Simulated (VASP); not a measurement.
# BAs (F-43m) in VASP: settings compared, part 2 of 2

VASP 6.6.1. The steps go on from the part before.

## 3. Band structure, PBE, spin-orbit coupling, no magnetisation

INCAR

```
SYSTEM = BAs
PREC = Accurate ; ENCUT = 520
EDIFF = 1E-6 ; ISMEAR = 0
SIGMA = 0.02 ; LREAL = .FALSE.
LASPH = .TRUE. ; NELM = 100
ALGO = Fast ; ISIF = 2
LWAVE = .FALSE. ; LCHARG = .FALSE.
MAGMOM = 0 0 0 0 0 0 ; LORBIT = 11
LSORBIT = .TRUE. ; GGA_COMPAT = .FALSE.
GGA = PE ; KPAR = 2
```

KPOINTS

```
regular mesh
0
G
  8 8 8
  0 0 0
```

POSCAR

```
BAs
1.0
    0.0000000000      2.3885000000      2.3885000000
    2.3885000000      0.0000000000      2.3885000000
    2.3885000000      2.3885000000      0.0000000000
As B
1 1
Direct
    0.7500000000      0.7500000000      0.7500000000
    0.0000000000      0.0000000000      0.0000000000
```

KPOINTS_OPT

```
path GXWKGLUWLK,UX
10
line-mode
reciprocal
 0.0000000000  0.0000000000  0.0000000000  G
 0.5000000000  0.0000000000  0.5000000000  X

 0.5000000000  0.0000000000  0.5000000000  X
 0.5000000000  0.2500000000  0.7500000000  W

 0.5000000000  0.2500000000  0.7500000000  W
 0.3750000000  0.3750000000  0.7500000000  K

 0.3750000000  0.3750000000  0.7500000000  K
 0.0000000000  0.0000000000  0.0000000000  G

 0.0000000000  0.0000000000  0.0000000000  G
 0.5000000000  0.5000000000  0.5000000000  L

 0.5000000000  0.5000000000  0.5000000000  L
 0.6250000000  0.2500000000  0.6250000000  U

 0.6250000000  0.2500000000  0.6250000000  U
 0.5000000000  0.2500000000  0.7500000000  W

 0.5000000000  0.2500000000  0.7500000000  W
 0.5000000000  0.5000000000  0.5000000000  L

 0.5000000000  0.5000000000  0.5000000000  L
 0.3750000000  0.3750000000  0.7500000000  K

 0.6250000000  0.2500000000  0.6250000000  U
 0.5000000000  0.0000000000  0.5000000000  X
```

Potentials or basis: VASP PAW PBE potentials, release 64 (As, B).

Run with:

```sh
$ cat potpaw_PBE.64/As/POTCAR potpaw_PBE.64/B/POTCAR > POTCAR
$ mpirun -np 2 vasp_ncl > vasp.out
```

OUTCAR:

```text
SYSTEM = BAs
   PREC = Accurate
   ENCUT = 520
   EDIFF = 1E-6
   ISMEAR = 0
   LREAL = .FALSE.
   LASPH = .TRUE.
   NELM = 100
   ISIF = 2
   LORBIT = 11
   LSORBIT = .TRUE.
   GGA = PE

 ion  position               nearest neighbor table
   1  0.750  0.750  0.750-   2 2.07   2 2.07   2 2.07   2 2.07
   2  0.000  0.000  0.000-   1 2.07   1 2.07   1 2.07   1 2.07

  LATTYP: Found a face centered cubic cell.
 ALAT       =     4.7770000000

  Lattice vectors:

[... 725 lines left out ...]
     0.0000000     0.0000000     0.0000000     0.0000000     0.0000000
     0.0000000     0.0000000     0.0000000     0.0000000     0.0000000
     0.0000000     0.0000000     0.0000000     0.0000000     0.0000000
 l=   3
     0.0000000     0.0000000     0.0000000     0.0000000     0.0000000     0.0000000     0.0000000
     0.0000000     0.0000000     0.0000000     0.0000000     0.0000000     0.0000000     0.0000000
     0.0000000     0.0000000     0.0000000     0.0000000     0.0000000     0.0000000     0.0000000
     0.0000000     0.0000000     0.0000000     0.0000000     0.0000000     0.0000000     0.0000000
     0.0000000     0.0000000     0.0000000     0.0000000     0.0000000     0.0000000     0.0000000
     0.0000000     0.0000000     0.0000000     0.0000000     0.0000000     0.0000000     0.0000000
     0.0000000     0.0000000     0.0000000     0.0000000     0.0000000     0.0000000     0.0000000

 total charge

# of ion       s       p       d       tot
------------------------------------------
    1        1.172   1.663   0.089   2.924
    2        0.659   1.181   0.000   1.840
--------------------------------------------------
tot          1.832   2.844   0.089   4.764

 magnetization (x)

# of ion       s       p       d       tot
------------------------------------------
    1       -0.000   0.000   0.000   0.000
    2       -0.000  -0.000   0.000  -0.000
--------------------------------------------------
tot         -0.000  -0.000   0.000  -0.000

 magnetization (y)

# of ion       s       p       d       tot
------------------------------------------
    1       -0.000   0.000   0.000  -0.000
    2        0.000   0.000   0.000   0.000
--------------------------------------------------
tot          0.000   0.000   0.000   0.000

 magnetization (z)

# of ion       s       p       d       tot
------------------------------------------
    1        0.000   0.000   0.000   0.000
    2        0.000   0.000   0.000   0.000
--------------------------------------------------
tot          0.000   0.000   0.000   0.000
```

Wall time 92 s (2 MPI ranks of Intel Xeon Platinum 8488C (Sapphire Rapids), shared host); peak memory 0.26 GiB.

What came out:

| Item | Value |
| --- | --- |
| Free energy | -11.4148 eV |
| Pressure | 3.4 GPa |
| Valence electrons inside the program's atomic spheres | As 2.92; B 1.84 |

## 4. Band structure, LDA, spin-orbit coupling, no magnetisation

INCAR, as its differences from that of step 3:

```diff
@@ -9,2 +9,2 @@
 LSORBIT = .TRUE. ; GGA_COMPAT = .FALSE.
-GGA = PE ; KPAR = 2
+GGA = CA ; KPAR = 2
```

KPOINTS is that of step 3.

POSCAR is that of step 3.

KPOINTS_OPT is that of step 3.

Potentials or basis: VASP PAW LDA potentials, release 64 (As, B).

Run with:

```sh
$ cat potpaw_LDA.64/As/POTCAR potpaw_LDA.64/B/POTCAR > POTCAR
$ mpirun -np 2 vasp_ncl > vasp.out
```

Run time: 82 s. Hardware: 2 MPI ranks of Intel Xeon Platinum 8488C (Sapphire Rapids), shared host; peak memory 0.23 GiB.

Results (log left out):

| Property | Result |
| --- | --- |
| Free energy | -12.9298 eV |
| Pressure | -3.1 GPa |
| Valence electrons inside the program's atomic spheres | As 2.94; B 1.83 |

## 5. Band structure, r2SCAN, spin-orbit coupling, no magnetisation

INCAR

```
SYSTEM = BAs
PREC = Accurate ; ENCUT = 520
EDIFF = 1E-6 ; ISMEAR = 0
SIGMA = 0.02 ; LREAL = .FALSE.
LASPH = .TRUE. ; NELM = 100
ALGO = Normal ; ISIF = 2
LWAVE = .FALSE. ; LCHARG = .FALSE.
LNONCOLLINEAR = .TRUE. ; MAGMOM = 0 0 0 0 0 0
LORBIT = 11 ; LSORBIT = .TRUE.
GGA_COMPAT = .FALSE. ; METAGGA = R2SCAN
LMIXTAU = .TRUE. ; KPAR = 2
```

KPOINTS is that of step 4.

POSCAR is that of step 4.

KPOINTS_OPT is that of step 4.

Potentials or basis: VASP PAW PBE potentials, release 64 (As, B).

Run with:

```sh
$ cat potpaw_PBE.64/As/POTCAR potpaw_PBE.64/B/POTCAR > POTCAR
$ mpirun -np 2 vasp_ncl > vasp.out
```

It took 4.4 min on 2 MPI ranks of Intel Xeon Platinum 8488C (Sapphire Rapids), shared host; peak memory 0.29 GiB.

It converged, with:

```
Free energy                                           : -22.2637 eV
Pressure                                              : 0.8 GPa
Valence electrons inside the program's atomic spheres : As 2.96; B 1.83
```

Caveat: the PAW data sets were made with another functional, which shifts forces and pressure a little.

## 6. Band structure, TB-mBJ, spin-orbit coupling, no magnetisation

POSCAR is that of step 5.

INCAR.step1

```
SYSTEM = BAs
PREC = Accurate ; ENCUT = 520
EDIFF = 1E-5 ; ISMEAR = 0
SIGMA = 0.02 ; LREAL = .FALSE.
LASPH = .TRUE. ; NELM = 100
ALGO = Normal ; ISIF = 2
LWAVE = .TRUE. ; LCHARG = .FALSE.
LNONCOLLINEAR = .TRUE. ; MAGMOM = 0 0 0 0 0 0
LORBIT = 11 ; LSORBIT = .TRUE.
GGA_COMPAT = .FALSE. ; GGA = PE
KPAR = 2
```

INCAR.step2

```
SYSTEM = BAs
PREC = Accurate ; ENCUT = 520
EDIFF = 1E-6 ; ISMEAR = 0
SIGMA = 0.02 ; LREAL = .FALSE.
LASPH = .TRUE. ; NELM = 100
ALGO = Normal ; ISIF = 2
LWAVE = .FALSE. ; LCHARG = .FALSE.
LNONCOLLINEAR = .TRUE. ; MAGMOM = 0 0 0 0 0 0
LORBIT = 11 ; LSORBIT = .TRUE.
GGA_COMPAT = .FALSE. ; METAGGA = MBJ
ISTART = 1 ; KPAR = 2
```

KPOINTS is that of step 5.

KPOINTS_OPT is that of step 5.

Potentials or basis: VASP PAW PBE potentials, release 64 (As, B).

Run with:

```sh
$ cat potpaw_PBE.64/As/POTCAR potpaw_PBE.64/B/POTCAR > POTCAR
$ cp INCAR.step1 INCAR
$ mpirun -np 2 vasp_ncl > vasp.out
$ cp INCAR.step2 INCAR
$ mpirun -np 2 vasp_ncl > vasp.out
```

Wall time 2.7 min (2 MPI ranks of Intel Xeon Platinum 8488C (Sapphire Rapids), shared host); peak memory 0.28 GiB.

The run converged. Its results:

| Property | Result |
| --- | --- |
| Valence electrons inside the program's atomic spheres | As 3.01; B 1.82 |

Caveat: the PAW data sets were made with another functional, which shifts forces and pressure a little.

## 7. For comparison

An earlier run on the cell as given: functional PBE; potentials or basis VASP PAW PBE potentials, release 64 (As, B); cutoff 520 eV; k mesh 10 × 10 × 10; occupations fermi-dirac, width 0.05 eV; no spin polarisation.

- Pressure: 3.4 GPa
- Band gap on the k mesh: 1.18 eV, indirect (least direct gap 3.28 eV)

## 8. Summary

| task | level | potentials or basis | spin | k mesh | smearing | grid for exact exchange (PRECFOCK) | ladder | mesh quality | gap on the mesh (eV) | pressure (GPa) |
| --- | --- | --- | --- | --- | --- | --- | --- | --- | --- | --- |
| band structure | HSEsol | VASP PAW PBE potentials, release 64 (As, B) | off | 5 × 5 × 5 | fermi-dirac 0.05 eV | Normal | - | coarse | 1.80 | -2.6 |
| band structure | PBE | VASP PAW PBE potentials, release 64 (As, B) | SOC, no magnetisation | 8 × 8 × 8 | gaussian 0.02 eV | - | free | not flagged | - | 3.4 |
| band structure | LDA | VASP PAW LDA potentials, release 64 (As, B) | SOC, no magnetisation | 8 × 8 × 8 | gaussian 0.02 eV | - | free | not flagged | - | -3.1 |
| band structure | r2SCAN | VASP PAW PBE potentials, release 64 (As, B) | SOC, no magnetisation | 8 × 8 × 8 | gaussian 0.02 eV | - | free | not flagged | - | 0.8 |
| band structure | TB-mBJ | VASP PAW PBE potentials, release 64 (As, B) | SOC, no magnetisation | 8 × 8 × 8 | gaussian 0.02 eV | - | free | not flagged | - | - |
| single point | PBE | VASP PAW PBE potentials, release 64 (As, B) | off | 10 × 10 × 10 | fermi-dirac 0.05 eV | - | - | not flagged | 1.18 | 3.4 |

Alike in all rows: cell as given; cutoff (eV) 520.

Caveats: some runs use coarse meshes; the PAW data sets were made with another functional, which shifts forces and pressure a little (some runs).

Absolute energies hang on the potentials; compare differences alone.
